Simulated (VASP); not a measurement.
Here is a VASP 6.6.1 calculation.

The input INCAR:

```
PREC = Accurate
ENCUT = 450
EDIFF = 1E-6
ISMEAR = -1
SIGMA = 0.05
LREAL = F
LASPH = T
NELM = 80
ALGO = Normal
ISIF = 2
LWAVE = F
LCHARG = F
METAGGA = R2SCAN
LMIXTAU = T
IBRION = 2
NSW = 40
EDIFFG = -0.005
```

KPOINTS

```
regular mesh
0
Gamma
  2 2 2
```

POSCAR

```
C
1.0
    7.1140000000      0.0000000000      0.0000000000
    0.0000000000      7.1140000000      0.0000000000
    0.0000000000      0.0000000000      7.1140000000
C
63
Direct
    0.7500000000      0.2500000000      0.0000000000
    0.7500000000      0.0000000000      0.2500000000
    0.0000000000      0.0000000000      0.0000000000
    0.2500000000      0.2500000000      0.0000000000
    0.5000000000      0.5000000000      0.0000000000
    0.7500000000      0.7500000000      0.0000000000
    0.2500000000      0.0000000000      0.2500000000
    0.5000000000      0.2500000000      0.2500000000
    0.7500000000      0.5000000000      0.2500000000
    0.5000000000      0.0000000000      0.5000000000
    0.7500000000      0.2500000000      0.5000000000
    0.7500000000      0.0000000000      0.7500000000
    0.0000000000      0.5000000000      0.0000000000
    0.2500000000      0.7500000000      0.0000000000
    0.0000000000      0.2500000000      0.2500000000
    0.2500000000      0.5000000000      0.2500000000
    0.5000000000      0.7500000000      0.2500000000
    0.0000000000      0.0000000000      0.5000000000
    0.2500000000      0.2500000000      0.5000000000
    0.5000000000      0.5000000000      0.5000000000
    0.7500000000      0.7500000000      0.5000000000
    0.2500000000      0.0000000000      0.7500000000
    0.5000000000      0.2500000000      0.7500000000
    0.7500000000      0.5000000000      0.7500000000
    0.0000000000      0.7500000000      0.2500000000
    0.0000000000      0.5000000000      0.5000000000
    0.2500000000      0.7500000000      0.5000000000
    0.0000000000      0.2500000000      0.7500000000
    0.2500000000      0.5000000000      0.7500000000
    0.5000000000      0.7500000000      0.7500000000
    0.0000000000      0.7500000000      0.7500000000
    0.6250000000      0.1250000000      0.1250000000
    0.8750000000      0.3750000000      0.1250000000
    0.8750000000      0.1250000000      0.3750000000
    0.1250000000      0.1250000000      0.1250000000
    0.3750000000      0.3750000000      0.1250000000
    0.6250000000      0.6250000000      0.1250000000
    0.8750000000      0.8750000000      0.1250000000
    0.3750000000      0.1250000000      0.3750000000
    0.6250000000      0.3750000000      0.3750000000
    0.8750000000      0.6250000000      0.3750000000
    0.6250000000      0.1250000000      0.6250000000
    0.8750000000      0.3750000000      0.6250000000
    0.8750000000      0.1250000000      0.8750000000
    0.1250000000      0.6250000000      0.1250000000
    0.3750000000      0.8750000000      0.1250000000
    0.1250000000      0.3750000000      0.3750000000
    0.3750000000      0.6250000000      0.3750000000
    0.6250000000      0.8750000000      0.3750000000
    0.1250000000      0.1250000000      0.6250000000
    0.3750000000      0.3750000000      0.6250000000
    0.6250000000      0.6250000000      0.6250000000
    0.8750000000      0.8750000000      0.6250000000
    0.3750000000      0.1250000000      0.8750000000
    0.6250000000      0.3750000000      0.8750000000
    0.8750000000      0.6250000000      0.8750000000
    0.1250000000      0.8750000000      0.3750000000
    0.1250000000      0.6250000000      0.6250000000
    0.3750000000      0.8750000000      0.6250000000
    0.1250000000      0.3750000000      0.8750000000
    0.3750000000      0.6250000000      0.8750000000
    0.5625000000      0.9375000000      0.9375000000
    0.1250000000      0.8750000000      0.8750000000
```

Potentials or basis: VASP PAW PBE potentials, release 64 (C).

Command:

```console
$ cat potpaw_PBE.64/C/POTCAR > POTCAR
$ mpirun -np 1 vasp_std > vasp.out
```

Problem. Estimate the band gap on the k mesh.

Solution. None (metal or under the smearing width).

Problem. Estimate the energy gained by relaxing.

Solution. 17.5 meV/atom.

Forces in eV/Å, atoms in the order of the input:
```
C    0.003  0.001 -0.002
C    0.003 -0.002  0.001
C    0.003 -0.001 -0.001
C    0.001 -0.001  0.003
C    0.001 -0.003 -0.001
C    0.001 -0.001 -0.001
C    0.001  0.003 -0.001
C   -0.003 -0.001 -0.001
C   -0.001  0.001 -0.001
C    0.001 -0.001 -0.003
C   -0.001 -0.001  0.001
C    0.001 -0.001 -0.001
C    0.002 -0.002 -0.001
C   -0.001 -0.003 -0.002
C    0.000 -0.001 -0.001
C    0.001  0.000 -0.001
C    0.002 -0.003  0.001
C    0.002 -0.001 -0.002
C    0.001 -0.001  0.000
C    0.001 -0.002 -0.002
C    0.001 -0.001  0.000
C   -0.001 -0.002 -0.003
C    0.002  0.001 -0.003
C    0.001  0.000 -0.001
C   -0.001  0.001 -0.001
C    0.003 -0.003 -0.003
C    0.001  0.001  0.001
C   -0.001 -0.001  0.001
C    0.001  0.001  0.001
C    0.001 -0.001 -0.001
C    0.000 -0.001 -0.001
C   -0.001  0.001  0.001
C   -0.001 -0.001 -0.001
C   -0.001 -0.001 -0.001
C    0.000  0.001  0.001
C   -0.001  0.000  0.001
C   -0.002 -0.001  0.003
C    0.001  0.002  0.003
C   -0.001  0.001  0.000
C   -0.001  0.002  0.002
C   -0.001  0.001  0.000
C   -0.002  0.003 -0.001
C   -0.001  0.000  0.001
C    0.001  0.003  0.002
C    0.001  0.001 -0.001
C   -0.001  0.001  0.001
C   -0.003  0.003  0.003
C    0.001  0.001 -0.001
C   -0.001  0.001  0.003
C    0.001 -0.001  0.001
C    0.001 -0.001  0.001
C    0.003  0.001  0.001
C   -0.001 -0.003  0.001
C   -0.001  0.001  0.001
C   -0.001  0.003  0.001
C   -0.001  0.001 -0.003
C   -0.002  0.001  0.002
C    0.000  0.001  0.001
C   -0.003  0.002 -0.001
C   -0.002  0.002  0.001
C   -0.003 -0.001  0.002
C    0.000  0.000  0.000
C   -0.003  0.001  0.001
```

Caveat: the k mesh is coarse (spacing up to 0.44 Å⁻¹), so the values aren't converged; the PAW data sets were made with another functional, which shifts forces and pressure a little.
